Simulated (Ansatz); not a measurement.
# BaSnO3, response to strain

Take BaSnO$_{3}$ in the cubic perovskite structure (space group Pm-3m, No. 221; a = 4.122 Å) as the base. Axes: x, y, z lie along the cube axes.

Strains are applied to the cell and any free atomic positions relax; under biaxial strain the out-of-plane vector relaxes too.

Level of theory: PBEsol in Ansatz (plane waves to 420 eV, PAW, no spin-orbit coupling).

Candidates:
(a) isotropic strain −1.47 %
(b) biaxial strain +2.45 %, plane normal [001], relaxed out of plane
(c) biaxial strain +1.43 %, plane normal [001], relaxed out of plane

Before the change:

```
Item        Value
--------  -------
Band gap  0.86 eV
```

Question: Order them by band gap, highest first.

Answer: (a) isotropic strain −1.47 % (1.42 eV), (c) biaxial strain +1.43 %, plane normal [001], relaxed out of plane (0.60 eV), (b) biaxial strain +2.45 %, plane normal [001], relaxed out of plane (0.43 eV)

Stability against distortions was not tested.

Ansatz is a quantum-chemistry and plane-wave program.
